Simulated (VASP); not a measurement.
**Al27O: single point with PBEsol**

Al27O, a slab with vacuum:

```
Al O
1.0
     8.59135    0.00000    0.00000
     4.29567    7.44032    0.00000
     0.00000    0.00000   17.67654
Al O
27 1
Cartesian
  1.4319 0.8267 1.0000
  4.2957 0.8267 1.0000
  7.1595 0.8267 1.0000
  2.8638 3.3068 1.0000
  5.7276 3.3068 1.0000
  8.5913 3.3068 1.0000
  4.2957 5.7869 1.0000
  7.1595 5.7869 1.0000
  10.0232 5.7869 1.0000
  0.0178 1.6708 3.2985
  2.8539 1.6471 3.3100
  5.6887 1.6760 3.3000
  1.4108 4.1459 3.3101
  4.2964 4.1455 3.3100
  7.1492 4.1498 3.3186
  2.8578 6.5897 3.2984
  5.7361 6.6089 3.3209
  8.5722 6.6147 3.3185
  0.0724 -0.0418 5.6634
  2.8590 -0.0009 5.6718
  5.6434 -0.0427 5.6631
  1.4627 2.5072 5.6216
  4.2492 2.5071 5.6241
  7.1544 2.5746 5.6630
  2.8559 4.9200 5.6216
  5.7263 4.9651 5.6718
  8.5792 4.9673 5.6638
  7.1528 0.8308 6.3190
```

The cell was built by a generator and needn't be a form met in nature.

```json
{
  "Program": "VASP 6.6.1",
  "Task": "single point",
  "Functional": "PBEsol",
  "Potentials or basis": "VASP PAW PBE potentials, release 64 (Al, O)",
  "Cutoff": "520 eV",
  "k mesh": "2 × 2 × 1",
  "Occupations": "fermi-dirac, width 0.15 eV",
  "Spin": "no spin polarisation",
  "Dipole correction": "no",
  "Further INCAR settings": "LREAL = Auto; ALGO = Fast; EDIFF = 1e-07; NBANDS = 64"
}
```

```yaml
Largest_force: 0.127 eV/Å
Band_gap_on_the_k_mesh: none (metal or under the smearing width)
```

Forces in eV/Å, atoms in the order of the input:
```
Al   0.115 -0.007  0.030
Al  -0.125 -0.004  0.025
Al  -0.005  0.003 -0.042
Al  -0.009  0.005 -0.058
Al  -0.058  0.110  0.025
Al   0.050  0.107  0.024
Al   0.063 -0.096  0.030
Al  -0.006  0.003 -0.092
Al  -0.067 -0.097  0.023
Al   0.010  0.005 -0.001
Al   0.004  0.001  0.014
Al   0.014 -0.008  0.001
Al   0.014 -0.008  0.009
Al   0.001 -0.004  0.014
Al   0.010  0.004  0.022
Al   0.000 -0.011 -0.001
Al  -0.004  0.003  0.019
Al   0.002 -0.011  0.022
Al  -0.052  0.030  0.006
Al  -0.009  0.004 -0.015
Al   0.053  0.035  0.005
Al   0.013  0.005 -0.005
Al  -0.008  0.005 -0.010
Al  -0.004 -0.064  0.005
Al   0.002 -0.013 -0.005
Al  -0.009  0.005 -0.015
Al   0.005 -0.002  0.006
O    0.001 -0.001 -0.037
```

Levels at points of the mesh, in eV from the Fermi level:
| k point | band 39 | band 40 | band 41 | band 42 | band 43 | band 44 | band 45 | band 46 | band 47 | band 48 |
| --- | --- | --- | --- | --- | --- | --- | --- | --- | --- | --- |
| (0.00, 0.00, 0.00) | -0.59 | -0.59 | -0.53 | -0.53 | -0.49 | -0.08 | -0.01 | 0.00 | 0.14 | 0.19 |
| (0.50, 0.00, 0.00) | -1.04 | -0.66 | -0.32 | -0.28 | -0.26 | 0.23 | 0.26 | 0.72 | 1.13 | 1.23 |
| (0.50, 0.50, 0.00) | -1.04 | -0.66 | -0.31 | -0.28 | -0.26 | 0.23 | 0.26 | 0.72 | 1.14 | 1.24 |
| (0.00, 0.50, 0.00) | -1.04 | -0.66 | -0.31 | -0.28 | -0.26 | 0.23 | 0.26 | 0.72 | 1.14 | 1.24 |

Wall time 8.6 min on 1 thread of Intel(R) Xeon(R) Platinum 8488C (Sapphire Rapids) (shared host), peak memory 1.1 GiB.

Caveat: the k mesh is coarse (spacing up to 0.42 Å⁻¹), so the values aren't converged; the PAW data sets were made with another functional, which shifts forces and pressure a little; an odd number of electrons without spin polarisation forces a metal; a magnetic or distorted state may lie lower.
